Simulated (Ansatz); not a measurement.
Ag: relaxation of cell and atoms with BLYP

The system is Ag.

```
Ag
1.0
    -1.65565    1.65565    1.65565
     1.65565   -1.65565    1.65565
     1.65565    1.65565   -1.65565
Ag
1
Direct
  0.00000 0.00000 0.00000
```

This isn't the form of Ag at room conditions, which is fcc.

| Item | Value |
| --- | --- |
| Program | Ansatz 0.2.0 |
| Task | relaxation of cell and atoms |
| Functional | BLYP |
| Potentials or basis | Ansatz PAW |
| Cutoff | 420 eV (not typed: the program's choice for these potentials) |
| k mesh | 11 × 11 × 11 |
| Occupations | fermi-dirac, width 0.05 eV |
| Spin | no spin polarisation |

```yaml
Relaxed_volume: 19.43 Å³/atom
Relaxed_cell: a = 2.933 Å, b = 2.933 Å, c = 2.933 Å, α = 109.47°, β = 109.47°, γ = 109.47°
Space_group_after_relaxing_to_0.05_Å: Im-3m (No. 229)
Energy_gained_by_relaxing: 20.4 meV/atom
Ionic_steps: 5
Pressure_after_relaxing: 0.0 GPa
Band_gap_on_the_k_mesh: none (metal or under the smearing width)
```

The path:
| step | energy change (eV) | largest force (eV/Å) | volume (Å³) |
| --- | --- | --- | --- |
| 1 | 0.0000 | 0.0000 | 18.15 |
| 2 | -0.0131 | 0.0000 | 20.24 |
| 3 | -0.0198 | 0.0000 | 19.55 |
| 4 | -0.0200 | 0.0000 | 19.43 |
| 5 | -0.0204 | 0.0000 | 19.43 |

Final structure:
```cif
data_structure
_symmetry_space_group_name_H-M 'P 1'
_symmetry_Int_Tables_number 1
_cell_length_a 2.9331
_cell_length_b 2.9331
_cell_length_c 2.9331
_cell_angle_alpha 109.471
_cell_angle_beta 109.471
_cell_angle_gamma 109.471
_cell_volume 19.43
loop_
_atom_site_label
_atom_site_type_symbol
_atom_site_fract_x
_atom_site_fract_y
_atom_site_fract_z
_atom_site_occupancy
Ag1 Ag 0.00000 0.00000 0.00000 1
```

Levels at points of the mesh, in eV from the Fermi level:
| k point | band 8 | band 9 | band 10 | band 11 | band 12 | band 13 |
| --- | --- | --- | --- | --- | --- | --- |
| (0.00, 0.00, 0.00) | -4.57 | -3.48 | -3.48 | 17.59 | 17.59 | 17.59 |

Wall time 2.9 s on 2 threads of Arm Neoverse V1 (shared host), peak memory 0.27 GiB.

Caveat: the plane-wave basis is chosen anew once the cell has moved, so the energies of steps on either side of that aren't comparable; the PAW data sets come from PBE, with cores solved anew for the run's functional, which leaves a small shift of forces and pressure.
